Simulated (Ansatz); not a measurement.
Be (space group P6_3/mmc) relaxed with several functionals in Ansatz (plane waves to 420 eV, scalar-relativistic PAW, no spin-orbit coupling, symmetry kept). The database cell has 8.11 Å³/atom; its temperature or method isn't stated, so the comparison with it is no error of the functional. No moments.

```tsv
functional	conventional cell	V (Å³/atom)	against the database cell (%)	gap on mesh (eV)	largest moment (μB)
PBE	a = 2.265 Å, b = 2.265 Å, c = 3.561 Å, α = 90.00°, β = 90.00°, γ = 120.00°	7.91	-2.4	0.00	0.00
LDA	a = 2.228 Å, b = 2.228 Å, c = 3.512 Å, α = 90.00°, β = 90.00°, γ = 120.00°	7.55	-6.9	0.00	0.00
PBE+D3(BJ)	a = 2.216 Å, b = 2.216 Å, c = 3.495 Å, α = 90.00°, β = 90.00°, γ = 120.00°	7.43	-8.3	0.00	0.00
```